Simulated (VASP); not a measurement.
ZnSe (Stilleite):

```
Se Zn
1.0
     0.00000    2.83380    2.83380
     2.83380    0.00000    2.83380
     2.83380    2.83380    0.00000
Se Zn
1 1
Direct
  0.75000 0.75000 0.75000
  0.00000 0.00000 0.00000
```

Base run:

- Program: VASP 6.6.1
- Functional: PBEsol
- Potentials or basis: VASP PAW PBE potentials, release 64 (Se, Zn)
- Cutoff: 520 eV
- k mesh: 8 × 8 × 8
- Occupations: fermi-dirac, width 0.05 eV
- Spin: no spin polarisation

Its results: band gap on the k mesh 1.17 eV, direct.

Task: The run is repeated on the same cell with these changes: functional from PBEsol to PBE0; k mesh from 8 × 8 × 8 to 4 × 4 × 4. What comes out?

Result: Band gap on the k mesh 3.11 eV, direct.

Several settings changed at once, so the effect can't be laid on one alone.

Caveats: some runs use coarse meshes.

Not every run made on this cell is shown here.
